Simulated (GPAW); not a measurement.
# Ag: energy against volume and a worked fit

The structure is cubic, space group Fm-3m (No. 225). The conventional cell has a = 4.085 Å, b = 4.085 Å, c = 4.085 Å, α = 90.00°, β = 90.00°, γ = 90.00°. Around Ag (site symmetry m-3m) lie 12 Ag at 2.89 Å.

The cell was scaled at fixed shape and fractions and run with GPAW, PAW data sets generated for this functional, cutoff 600 eV; PBEsol+D4, k mesh 11 × 11 × 11 on the cell of 1 atom, fermi-dirac occupations of 0.05 eV, no spin polarisation, no spin-orbit coupling. Energies are those that the program minimises, any entropy of the smearing included. For a metal such a mesh isn't converged to the digits shown.

```tsv
V (Å³/atom)	energy over the lowest row (meV/atom)
16.0252	0.19
16.3662	0.00
16.7071	5.23
17.0481	15.33
17.3890	29.57
17.7300	?
18.0710	68.33
```

Problem. Fit the third-order Birch-Murnaghan form, give V0, B0 and B′, and predict the energy left open.

Solution. With y = (V0/V)^(2/3), E = E0 + (9 V0 B0/16) [(y - 1)³ B′ + (y - 1)² (6 - 4y)]. Least squares through the rows shown give V0 = 16.2068 Å³/atom, E0 = -0.66 meV, B0 = 131.2 GPa (1 eV/Å³ = 160.218 GPa) and B′ = 5.65, with a largest miss of 0.03 meV. At V = 17.7300 the form with these constants gives 47.37 meV; the run gave 47.43 meV an atom. Measured volume: 17.05 Å³/atom (arxiv:1608.01376), so the fit lies -4.9 % from it. The runs are for a static lattice.
